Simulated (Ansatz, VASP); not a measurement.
## Ca in VASP and in Ansatz

```
CELL_PARAMETERS angstrom
0.00000 4.18608 4.18608
4.18608 0.00000 4.18608
4.18608 4.18608 0.00000
ATOMIC_POSITIONS crystal
Ca 0.12500 0.12500 0.12500
Ca 0.87500 0.87500 0.87500
```

Alike in both runs: task single point; functional revPBE; k mesh 7 × 7 × 7; occupations fermi-dirac, width 0.1 eV; no spin polarisation.

|  | VASP | Ansatz |
| --- | --- | --- |
| version | VASP 6.6.1 | Ansatz 0.2.0 |
| potentials or method | VASP PAW PBE potentials, release 64 (Ca_sv) | plane waves (420 eV) with PAW, scalar-relativistic |
| plane-wave cutoff (eV) | 520 | 420 |
| valence electrons in the cell | 20 | 20 |

```tsv
	VASP	Ansatz	Ansatz less VASP
pressure (GPa)	0.6	0.6	+0.01
```

With one functional, cell and mesh, what is left measures potentials, basis and numerics.

Caveats: the PAW data sets were made with another functional, which shifts forces and pressure a little (VASP).
